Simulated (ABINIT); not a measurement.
Runs of ABINIT 10.8.3 (patched build) on PtSe2 (Sudovikovite). The structure is trigonal, space group P-3m1 (No. 164). Conventional cell: a = 3.724 Å, b = 3.724 Å, c = 5.062 Å, α = 90.00°, β = 90.00°, γ = 120.00°. Around Pt (site symmetry -3m) lie 6 Se at 2.49 Å. Se (site symmetry 3m) has 3 Pt at 2.49 Å as nearest neighbours. 

```csv
task,level,potentials or basis,cell,cutoff (eV),cell freedom (optcell),optimiser (ionmov),cutoff smearing ecutsm (Ha),force stop (Ha/bohr),gap on the mesh (eV),pressure (GPa),largest force (eV/Å)
single point,PBEsol,PseudoDojo NC SR PBEsol v0.4.1 standard,as given,1061,-,-,-,-,none,1.5,(a)
single point,LDA,PseudoDojo NC SR LDA v0.4.1 standard,as given,1061,-,-,-,-,none,-1.2,0.18
relaxation of cell and atoms,LDA,PseudoDojo NC SR LDA v0.4.1 standard,relaxed,1170,2,2,0.5,2e-05,none,0.0,-
single point,LDA,PseudoDojo NC SR LDA v0.4.1 standard,cell relaxed,1170,-,-,-,-,none,0.0,-
single point,LDA,PseudoDojo NC SR LDA v0.4.1 standard,as given,1170,-,-,-,-,none,-0.6,0.18
```

Alike in all rows: no spin polarisation; k mesh 6 × 6 × 4; smearing fermi-dirac 0.05 eV.

Question: Fill in the values left out.

Answer: (a) 0.32.

A k mesh can miss the band edges, and the runs leave out spin-orbit coupling on Pt, Se.

A gap of «none» marks a metal or a gap under the smearing width.

Runs at the PBE level aren't shown here.
